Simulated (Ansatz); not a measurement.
Pd:

```
Pd
1.0
    -1.57228    1.57228    1.57228
     1.57228   -1.57228    1.57228
     1.57228    1.57228   -1.57228
Pd
1
Direct
  0.00000 0.00000 0.00000
```

This isn't the form of Pd at room conditions, which is fcc.

Base run:

- Program: Ansatz 0.2.0
- Functional: revPBE
- Potentials or basis: Ansatz PAW
- Cutoff: 420 eV (not typed: the program's choice for these potentials)
- k mesh: 12 × 12 × 12
- Occupations: fermi-dirac, width 0.05 eV
- Spin: no spin polarisation

Its results: band gap on the k mesh none (metal or under the smearing width); pressure 2.1 GPa.

Problem. After a change of settings the same cell gave: band gap on the k mesh none (metal or under the smearing width); pressure -1.2 GPa. Which change was it?
A. functional from revPBE to BLYP
B. functional from revPBE to PBEsol
C. functional from revPBE to RPBE
D. functional from revPBE to PBE; occupations from fermi-dirac, width 0.05 eV to gaussian, width 0.012 eV

Solution. D.

Caveats: the PAW data sets come from PBE, with cores solved anew for the run's functional, which leaves a small shift of forces and pressure (some runs).
